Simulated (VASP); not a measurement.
Input of a VASP 6.6.1 run:

Contents of INCAR:

```
ALGO = Fast
EDIFF = 1E-7
ENCUT = 520
GGA = PE
ISIF = 2
ISMEAR = -1
LASPH = T
LCHARG = F
LREAL = F
LWAVE = F
NBANDS = 26
NELM = 100
PREC = Accurate
SIGMA = 0.02
```

KPOINTS

```
k-points
0
Gamma
  6 6 4
```

POSCAR

```
CdSe
1.0
    4.6022437317      0.0209402090      0.0000000000
   -2.2829871129      3.9751898815      0.0000000000
    0.0000000000      0.0000000000      6.0016225224
Cd Se
2 2
Direct
    0.3332233501      0.6666522542      0.2500000000
    0.6667766499      0.3333477458      0.7500000000
    0.6688569028      0.3332936360      0.2500000000
    0.3311430972      0.6667063640      0.7500000000
```

Potentials or basis: VASP PAW PBE potentials, release 64 (Cd, Se).

Launch:

```sh
$ cat potpaw_PBE.64/Cd/POTCAR potpaw_PBE.64/Se/POTCAR > POTCAR
$ mpirun -np 1 vasp_std > vasp.out
```

What does it give for the band gap on the k mesh?

0.23 eV, indirect (least direct gap 0.43 eV).

Predict the pressure.

1.8 GPa.

Stress tensor (GPa, compression positive):
```
 1.88 -0.09  0.00
-0.09  1.88  0.00
 0.00  0.00  1.52
```

A k mesh can miss the band edges.
